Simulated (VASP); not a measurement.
# InAs (F-43m) in VASP: settings compared

InAs is run at these levels: RPBE, PBEsol+D3(BJ), PBE; tasks: single point, relaxation of cell and atoms.

All numbers are computed with VASP 6.6.1; they aren't measurements. Logs are shortened: lines on timing, memory, paths and dates and some standing lists are left out, and cuts for length are marked.

**Experimental background.**

From a printed reference work, data compilation, for a bulk crystal of InAs at 4.2 K: band gap 0.418 eV (direct).

The results are compared with them further down.

## Step 1: The cell of the first run

Symmetry: F-43m, No. 216, cubic system. The conventional cell has a = 6.255 Å, b = 6.255 Å, c = 6.255 Å, α = 90.00°, β = 90.00°, γ = 90.00°. Within 3.6 Å of In (site symmetry -43m) lie 4 As at 2.71 Å. Within 3.6 Å of As (site symmetry -43m) lie 4 In at 2.71 Å.

## Step 2: Single point, RPBE

Contents of INCAR:

```
PREC = Accurate
ENCUT = 520
EDIFF = 1E-6
ISMEAR = -1
SIGMA = 0.05
LREAL = False
LASPH = True
NELM = 100
ALGO = Normal
ISIF = 2
LWAVE = False
LCHARG = False
GGA = RP
NBANDS = 16
```

Contents of KPOINTS:

```
regular mesh
0
Gamma
  8 8 8
```

Contents of POSCAR:

```
InAs
1.0
    0.0000000000      3.1276449458      3.1276449458
    3.1276449458      0.0000000000      3.1276449458
    3.1276449458      3.1276449458      0.0000000000
In As
1 1
Direct
    0.0000000000      0.0000000000      0.0000000000
    0.7500000000      0.7500000000      0.7500000000
```

Potentials or basis: VASP PAW PBE potentials, release 64 (In_d, As).

On the command line:

```
cat potpaw_PBE.64/In_d/POTCAR potpaw_PBE.64/As/POTCAR > POTCAR
mpirun -np 1 vasp_std > vasp.out
```

OUTCAR:

```text
PREC = Accurate
   ENCUT = 520
   EDIFF = 1E-6
   ISMEAR = -1
   LREAL = False
   LASPH = True
   NELM = 100
   ISIF = 2
   GGA = RP

 ion  position               nearest neighbor table
   1  0.000  0.000  0.000-   2 2.71   2 2.71   2 2.71   2 2.71
   2  0.750  0.750  0.750-   1 2.71   1 2.71   1 2.71   1 2.71

  LATTYP: Found a face centered cubic cell.
 ALAT       =     6.2552898916

  Lattice vectors:

 A1 = (   0.0000000000,   3.1276449458,   3.1276449458)
 A2 = (   3.1276449458,   0.0000000000,   3.1276449458)
 A3 = (   3.1276449458,   3.1276449458,   0.0000000000)

Analysis of symmetry for initial positions (statically):
=====================================================================
 Subroutine PRICEL returns:
 Original cell was already a primitive cell.

 Routine SETGRP: Setting up the symmetry group for a
 face centered cubic supercell.

 Subroutine GETGRP returns: Found 24 space group operations
 (whereof 24 operations were pure point group operations)
 out of a pool of 48 trial point group operations.

The static configuration has the point symmetry T_d .

Analysis of symmetry for dynamics (positions and initial velocities):
=====================================================================
 Subroutine PRICEL returns:
 Original cell was already a primitive cell.

 Routine SETGRP: Setting up the symmetry group for a
 face centered cubic supercell.

 Subroutine GETGRP returns: Found 24 space group operations
 (whereof 24 operations were pure point group operations)
 out of a pool of 48 trial point group operations.

The dynamic configuration has the point symmetry T_d .

 Subroutine INISYM returns: Found 24 space group operations
 (whereof 24 operations are pure point group operations),
 and found     1 'primitive' translations

----------------------------------------------------------------------------------------

                                     Primitive cell

  volume of cell :      61.1903

  direct lattice vectors                    reciprocal lattice vectors
     0.000000000  3.127644946  3.127644946    -0.159864693  0.159864693  0.159864693
     3.127644946  0.000000000  3.127644946     0.159864693 -0.159864693  0.159864693
     3.127644946  3.127644946  0.000000000     0.159864693  0.159864693 -0.159864693

  length of vectors
     4.423157901  4.423157901  4.423157901     0.276893771  0.276893771  0.276893771

  position of ions in fractional coordinates (direct lattice)
     0.000000000  0.000000000  0.000000000
     0.750000000  0.750000000  0.750000000

  ion indices of the primitive-cell ions
   primitive index   ion index
                 1           1
                 2           2

----------------------------------------------------------------------------------------

 KPOINTS: regular mesh

Automatic generation of k-mesh.
 Grid dimensions read from file:
 generate k-points for:    8    8    8

 Generating k-lattice:

  Cartesian coordinates                     Fractional coordinates (reciprocal lattice)
    -0.019983087  0.019983087  0.019983087     0.125000000  0.000000000  0.000000000
     0.019983087 -0.019983087  0.019983087     0.000000000  0.125000000  0.000000000
     0.019983087  0.019983087 -0.019983087     0.000000000  0.000000000  0.125000000

  Length of vectors
     0.034611721  0.034611721  0.034611721

  Shift w.r.t. Gamma in fractional coordinates (k-lattice)
     0.000000000  0.000000000  0.000000000

 Subroutine IBZKPT returns following result:
 ===========================================

 Found     29 irreducible k-points:

 Following reciprocal coordinates:
            Coordinates               Weight
  0.000000  0.000000  0.000000      1.000000
  0.125000  0.000000  0.000000      8.000000
  0.250000  0.000000  0.000000      8.000000
  0.375000  0.000000  0.000000      8.000000
  0.500000  0.000000  0.000000      4.000000
  0.125000  0.125000  0.000000      6.000000
[... 16 lines left out ...]
  0.500000  0.250000  0.125000     48.000000
 -0.375000  0.250000  0.125000     24.000000
 [... further k-points ...]
   k-points           NKPTS =     29   k-points in BZ     NKDIM =     29   number of bands    NBANDS=     16
   number of dos      NEDOS =    301   number of ions     NIONS =      2
   total plane-waves  NPLWV =  46656
   dimension x,y,z NGX =    36 NGY =   36 NGZ =   36
   dimension x,y,z NGXF=    72 NGYF=   72 NGZF=   72
   ions per type =               1   1
   NGX,Y,Z   is equivalent  to a cutoff of  13.53, 13.53, 13.53 a.u.
   NGXF,Y,Z  is equivalent  to a cutoff of  27.06, 27.06, 27.06 a.u.
 SYSTEM =  unknown system
   PREC   = accura    normal or accurate (medium, high low for compatibility)
   ISTART =      0    job   : 0-new  1-cont  2-samecut
   ICHARG =      2    charge: 1-file 2-atom 10-const
   ISPIN  =      1    spin polarized calculation?
   LNONCOLLINEAR =      F non collinear calculations
   LSORBIT =      F    spin-orbit coupling
[... 48 lines left out ...]

  energy without entropy =       -7.05200310  energy(sigma->0) =       -7.05231240

 E-fermi :   3.7100     XC(G=0):  -8.4656

 val. band max:        3.6533528905   @ k =   0.0000   0.0000   0.0000
 cond. band min:       4.4974175616   @ k =   0.5000   0.0000   0.0000
 fundamental gap:      0.8440646711
 Fermi energy:         3.7100123243

 k-point     1 :       0.0000    0.0000    0.0000
  band No.  band energies     occupation
      1     -10.5952      2.00000
      2     -10.5952      2.00000
      3     -10.5952      2.00000
      4     -10.5083      2.00000
      5     -10.5083      2.00000
      6      -7.5579      2.00000
[... 8 lines left out ...]
     15      13.0634      0.00000
     16      13.0634      0.00000

 k-point     2 :       0.1250    0.0000    0.0000
  band No.  band energies     occupation
      1     -10.6073      2.00000
      2     -10.5912      2.00000
      3     -10.5912      2.00000
      4     -10.5083      2.00000
      5     -10.5083      2.00000
      6      -7.4252      2.00000
[... 8 lines left out ...]
     15      12.3486      0.00000
     16      12.3486      0.00000

 k-point     3 :       0.2500    0.0000    0.0000
  band No.  band energies     occupation
      1     -10.6354      2.00000
      2     -10.5826      2.00000
      3     -10.5826      2.00000
      4     -10.5072      2.00000
      5     -10.5072      2.00000
      6      -7.0641      2.00000
[... 8 lines left out ...]
     15      12.1180      0.00000
     16      12.1180      0.00000

 k-point     4 :       0.3750    0.0000    0.0000
  band No.  band energies     occupation
      1     -10.6623      2.00000
      2     -10.5757      2.00000
      3     -10.5757      2.00000
      4     -10.5042      2.00000
      5     -10.5042      2.00000
      6      -6.6152      2.00000
[... 8 lines left out ...]
     15      12.9441      0.00000
     16      12.9441      0.00000

 k-point     5 :       0.5000    0.0000    0.0000
  band No.  band energies     occupation
      1     -10.6731      2.00000
      2     -10.5735      2.00000
      3     -10.5735      2.00000
      4     -10.5024      2.00000
      5     -10.5024      2.00000
      6      -6.3862      2.00000
[... 8 lines left out ...]
     15      14.0740      0.00000
     16      14.0740      0.00000

 k-point     6 :       0.1250    0.1250    0.0000
  band No.  band energies     occupation
      1     -10.6156      2.00000
      2     -10.5873      2.00000
      3     -10.5873      2.00000
      4     -10.5111      2.00000
      5     -10.5059      2.00000
      6      -7.3810      2.00000
[... 8 lines left out ...]
     15      12.1529      0.00000
     16      13.2298      0.00000
[... 267 lines left out ...]
 k-point    21 :       0.5000    0.5000    0.0000
  band No.  band energies     occupation
      1     -10.7172      2.00000
      2     -10.5397      2.00000
      3     -10.5397      2.00000
      4     -10.5322      2.00000
      5     -10.4923      2.00000
      6      -5.9496      2.00000
[... 8 lines left out ...]
     15      14.8862      0.00000
     16      15.1391      0.00000

 k-point    22 :       0.3750    0.2500    0.1250
  band No.  band energies     occupation
      1     -10.6611      2.00000
      2     -10.5720      2.00000
      3     -10.5688      2.00000
      4     -10.5154      2.00000
      5     -10.5014      2.00000
      6      -6.7687      2.00000
[... 8 lines left out ...]
     15      13.5101      0.00000
     16      14.1028      0.00000

 k-point    23 :       0.5000    0.2500    0.1250
  band No.  band energies     occupation
      1     -10.6789      2.00000
      2     -10.5682      2.00000
      3     -10.5612      2.00000
      4     -10.5137      2.00000
      5     -10.5013      2.00000
      6      -6.3705      2.00000
[... 8 lines left out ...]
     15      13.6258      0.00000
     16      14.5316      0.00000

 k-point    24 :      -0.3750    0.2500    0.1250
  band No.  band energies     occupation
      1     -10.6856      2.00000
      2     -10.5675      2.00000
      3     -10.5584      2.00000
      4     -10.5109      2.00000
      5     -10.5026      2.00000
      6      -6.1722      2.00000
[... 8 lines left out ...]
     15      13.8843      0.00000
     16      14.4467      0.00000

 [... further k-points ...]
[... 5 lines left out ...]
  --------------------------------------------------------------------------------------
  -------------------------------------------------------------------------------------
  Total        0.0136739      0.0136739      0.0136739      0.0000000      0.0000000      0.0000000
  in kB        0.3580303      0.3580303      0.3580303      0.0000000      0.0000000      0.0000000
  external PRESSURE =       0.3580303 kB  Pullay stress =       0.0000000 kB

 VOLUME and BASIS-vectors are now :
 -----------------------------------------------------------------------------
  energy-cutoff  :      520.00
  volume of cell :       61.19
      direct lattice vectors                 reciprocal lattice vectors
     0.000000000  3.127644946  3.127644946    -0.159864693  0.159864693  0.159864693
     3.127644946  0.000000000  3.127644946     0.159864693 -0.159864693  0.159864693
     3.127644946  3.127644946  0.000000000     0.159864693  0.159864693 -0.159864693

 POSITION                                       TOTAL-FORCE (eV/Angst)
 -----------------------------------------------------------------------------------
      0.00000      0.00000      0.00000        -0.000000     -0.000000     -0.000000
      4.69147      4.69147      4.69147         0.000000      0.000000      0.000000
 -----------------------------------------------------------------------------------
    total drift:                                0.000000      0.000000      0.000000

  FREE ENERGIE OF THE ION-ELECTRON SYSTEM (eV)
  ---------------------------------------------------
  free  energy   TOTEN  =        -7.0526216951 eV

  energy  without entropy=       -7.0520030990  energy(sigma->0) =       -7.05231240
```

It took 17 s on 1 thread of Intel Xeon 6975P-C (Granite Rapids), shared host; peak memory 0.21 GiB.

What came out:

| Property | Result |
| --- | --- |
| Free energy | -7.0526 eV |
| Pressure | 0.0 GPa |
| Band gap on the k mesh | zero (filled and empty bands touch) |

Levels at points of the mesh, in eV from the Fermi level:
| k point | band 5 | band 6 | band 7 | band 8 | band 9 | band 10 | band 11 | band 12 | band 13 | band 14 |
| --- | --- | --- | --- | --- | --- | --- | --- | --- | --- | --- |
| (0.00, 0.00, 0.00) | -14.22 | -11.27 | -0.64 | -0.06 | -0.06 | -0.06 | 3.84 | 3.84 | 3.84 | 7.35 |
| (0.50, 0.00, 0.00) | -14.21 | -10.10 | -5.29 | -0.90 | -0.90 | 0.79 | 4.60 | 4.60 | 6.80 | 8.67 |
| (0.50, 0.50, 0.00) | -14.20 | -9.66 | -5.44 | -2.04 | -2.04 | 1.77 | 2.05 | 8.59 | 8.59 | 8.66 |

Caveat: the PAW data sets were made with another functional, which shifts forces and pressure a little; spin-orbit coupling is left out, which moves the levels of the heavy elements.

## Step 3: Relaxation of cell and atoms, PBEsol+D3(BJ)

This run uses another cell than the first one, of 27.49 Å³/atom, 0.898 times its volume.

Contents of INCAR:

```
PREC = Accurate
ENCUT = 600
EDIFF = 1E-6
ISMEAR = -1
SIGMA = 0.05
LREAL = False
LASPH = True
NELM = 60
ALGO = Normal
ISIF = 3
LWAVE = False
LCHARG = False
GGA = PS
IVDW = 12
IBRION = 2
NSW = 80
EDIFFG = -0.005
```

Contents of KPOINTS:

```
Automatic mesh
0
Gamma
  8 8 8
```

Contents of POSCAR:

```
InAs
1.0
    0.0000000000      3.0180000000      3.0180000000
    3.0180000000      0.0000000000      3.0180000000
    3.0180000000      3.0180000000      0.0000000000
In As
1 1
Direct
    0.0000000000      0.0000000000      0.0000000000
    0.7500000000      0.7500000000      0.7500000000
```

Potentials or basis: VASP PAW PBE potentials, release 64 (In_d, As).

On the command line:

```
cat potpaw_PBE.64/In_d/POTCAR potpaw_PBE.64/As/POTCAR > POTCAR
mpirun -np 1 vasp_std > vasp.out
```

Run time: 33 s. Hardware: 1 thread of Intel Xeon 6975P-C (Granite Rapids), shared host; peak memory 0.23 GiB.

The run converged. Its results:

* Free energy: -9.1145 eV
* Relaxed volume: 27.40 Å³/atom
* Relaxed cell: a = 4.263 Å, b = 4.263 Å, c = 4.263 Å, α = 60.00°, β = 60.00°, γ = 60.00°
* Space group after relaxing (to 0.05 Å): F-43m (No. 216)
* Energy gained by relaxing: 0.1 meV/atom
* Ionic steps: 3
* Pressure after relaxing: 0.0 GPa
* Band gap on the k mesh: zero (filled and empty bands touch)
* Dispersion energy per atom: -0.318 eV

The path:
| step | energy change (eV) | largest force (eV/Å) | pressure (GPa) | volume (Å³) |
| --- | --- | --- | --- | --- |
| 1 | 0.0000 | 0.0000 | -0.20 | 54.98 |
| 2 | -0.0001 | 0.0000 | 0.10 | 54.71 |
| 3 | -0.0001 | 0.0000 | 0.01 | 54.80 |

Final structure:
```cif
data_structure
_symmetry_space_group_name_H-M 'P 1'
_symmetry_Int_Tables_number 1
_cell_length_a 4.2635
_cell_length_b 4.2635
_cell_length_c 4.2635
_cell_angle_alpha 60.000
_cell_angle_beta 60.000
_cell_angle_gamma 60.000
_cell_volume 54.80
loop_
_atom_site_label
_atom_site_type_symbol
_atom_site_fract_x
_atom_site_fract_y
_atom_site_fract_z
_atom_site_occupancy
In1 In 0.00000 0.00000 0.00000 1
As1 As 0.75000 0.75000 0.75000 1
```

Levels at points of the mesh, in eV from the Fermi level:
```
           k point  band 6  band 7  band 8  band 9  band 10  band 11  band 12  band 13
(0.00, 0.00, 0.00)  -11.99   -0.29   -0.05   -0.05    -0.05     3.81     3.81     3.81
(0.50, 0.00, 0.00)  -10.48   -5.91   -1.06   -1.06     0.84     4.58     4.58     6.68
(0.50, 0.50, 0.00)   -9.92   -5.97   -2.42   -2.42     1.38     1.93     9.09     9.23
```

Caveat: the PAW data sets were made with another functional, which shifts forces and pressure a little; spin-orbit coupling is left out, which moves the levels of the heavy elements; pairwise dispersion overbinds metals, which lowers pressure and volume.

## Step 4: Relaxation of cell and atoms, RPBE

This run uses another cell than the first one, of 27.49 Å³/atom, 0.898 times its volume.

Contents of INCAR:

```
SYSTEM = InAs
PREC = Accurate
ENCUT = 600
EDIFF = 1E-6
ISMEAR = -1
SIGMA = 0.05
LREAL = .False.
LASPH = .True.
NELM = 60
ALGO = Normal
ISIF = 3
LWAVE = .False.
LCHARG = .False.
GGA = RP
IBRION = 2
NSW = 80
EDIFFG = -0.005
```

Contents of KPOINTS:

```
regular mesh
0
Gamma
  8 8 8
  0 0 0
```

POSCAR is that of step 3.

On the command line:

```
cat potpaw_PBE.64/In_d/POTCAR potpaw_PBE.64/As/POTCAR > POTCAR
mpirun -np 1 vasp_std > vasp.out
```

Run time: 86 s. Hardware: 1 thread of Intel Xeon 6975P-C (Granite Rapids), shared host; peak memory 0.22 GiB.

It converged, with:

```yaml
Free_energy: -7.0518 eV
Relaxed_volume: 30.63 Å³/atom
Relaxed_cell: a = 4.425 Å, b = 4.425 Å, c = 4.425 Å, α = 60.00°, β = 60.00°, γ = 60.00°
Space_group_after_relaxing_to_0.05_Å: F-43m (No. 216)
Energy_gained_by_relaxing: 54.0 meV/atom
Ionic_steps: 5
Pressure_after_relaxing: 0.0 GPa
Band_gap_on_the_k_mesh: zero (filled and empty bands touch)
```

Step by step:
| step | energy change (eV) | largest force (eV/Å) | pressure (GPa) | volume (Å³) |
| --- | --- | --- | --- | --- |
| 1 | 0.0000 | 0.0000 | 6.13 | 54.98 |
| 2 | -0.0948 | 0.0000 | -1.59 | 63.78 |
| 3 | -0.1080 | 0.0000 | 0.04 | 61.22 |
| 4 | -0.1080 | 0.0000 | -0.06 | 61.35 |
| 5 | -0.1080 | 0.0000 | 0.01 | 61.26 |

Final structure:
```
In As
1.0
     0.00000    3.12876    3.12876
     3.12876    0.00000    3.12876
     3.12876    3.12876    0.00000
In As
1 1
Direct
  0.00000 0.00000 0.00000
  0.75000 0.75000 0.75000
```

Levels at points of the mesh, in eV from the Fermi level:
| k point | band 7 | band 8 | band 9 | band 10 | band 11 | band 12 |
| --- | --- | --- | --- | --- | --- | --- |
| (0.00, 0.00, 0.00) | -0.65 | -0.06 | -0.06 | -0.06 | 3.84 | 3.84 |
| (0.50, 0.00, 0.00) | -5.29 | -0.90 | -0.90 | 0.78 | 4.60 | 4.60 |
| (0.50, 0.50, 0.00) | -5.44 | -2.04 | -2.04 | 1.77 | 2.05 | 8.58 |

Caveat: the PAW data sets were made with another functional, which shifts forces and pressure a little; spin-orbit coupling is left out, which moves the levels of the heavy elements; the volume moved by +11 % from the deposited cell, more than functionals usually miss. RPBE and its kin give volumes clearly too large for solids.

## Step 5: Single point, PBE, non-collinear spin, zero start, spin-orbit coupling

This run uses another cell than the first one, of 27.49 Å³/atom, 0.898 times its volume.

Contents of INCAR:

```
SYSTEM = InAs
PREC = Accurate
ENCUT = 520
EDIFF = 1E-7
ISMEAR = -1
SIGMA = 0.05
LREAL = .FALSE.
LASPH = .TRUE.
NELM = 150
ALGO = Normal
ISIF = 2
LWAVE = .FALSE.
LCHARG = .FALSE.
LNONCOLLINEAR = .TRUE.
MAGMOM = 0 0 0 0 0 0
LORBIT = 11
LSORBIT = .TRUE.
GGA_COMPAT = .FALSE.
LORBMOM = .TRUE.
GGA = PE
NBANDS = 30
```

Contents of KPOINTS:

```
regular mesh
0
G
  6 6 6
  0 0 0
```

POSCAR is that of step 4.

On the command line:

```
cat potpaw_PBE.64/In_d/POTCAR potpaw_PBE.64/As/POTCAR > POTCAR
mpirun -np 1 vasp_ncl > vasp.out
```

It took 78 s on 1 thread of Intel Xeon 6975P-C (Granite Rapids), shared host; peak memory 0.33 GiB.

It converged, with:

```yaml
Free_energy: -7.6962 eV
Pressure: 4.4 GPa
Net_moment: 0.00 μB per cell
Valence_electrons_inside_the_program's_atomic_spheres: In 11.48; As 2.82
```

Moments on the atoms (μB; x, y, z):
```
In  0.00 0.00 0.00
As  0.00 0.00 0.00
```

## Step 6: Summary

| task | level | spin | cell | k mesh | cutoff (eV) | gap on the mesh (eV) | pressure (GPa) | relaxed volume (Å³/atom) |
| --- | --- | --- | --- | --- | --- | --- | --- | --- |
| single point | RPBE | off | a = 4.423 Å, angles 60.0°, 2 atoms | 8 × 8 × 8 | 520 | none | 0.0 | - |
| relaxation of cell and atoms | PBEsol+D3(BJ) | off | relaxed from a = 4.268 Å, angles 60.0°, 2 atoms | 8 × 8 × 8 | 600 | none | 0.0 | 27.40 |
| relaxation of cell and atoms | RPBE | off | relaxed from a = 4.268 Å, angles 60.0°, 2 atoms | 8 × 8 × 8 | 600 | none | 0.0 | 30.63 |
| single point | PBE | non-collinear, zero start, SOC | a = 4.268 Å, angles 60.0°, 2 atoms | 6 × 6 × 6 | 520 | - | 4.4 | - |

Alike in all rows: potentials or basis VASP PAW PBE potentials, release 64 (In_d, As); smearing fermi-dirac 0.05 eV.

Caveats: the PAW data sets were made with another functional, which shifts forces and pressure a little (some runs); spin-orbit coupling is left out, which moves the levels of the heavy elements (some runs); pairwise dispersion overbinds metals, which lowers pressure and volume (some runs); the volume moved by +11 % from the deposited cell, more than functionals usually miss (some runs).

Total energies depend on the potentials used, so only differences within one code and one set of settings carry meaning.

## Step 7: How close it comes

Step 2. Against the measured gap of InAs, 0.418 eV (direct; 4.2 K; a printed reference work, data compilation), the calculated 0.00 eV is off by -0.42 eV. Spin-orbit coupling on As, In is left out. The value is that of RPBE on a finite k mesh, which can miss the band edges, without temperature or zero-point motion. Semilocal functionals fall short of measured gaps as a rule.
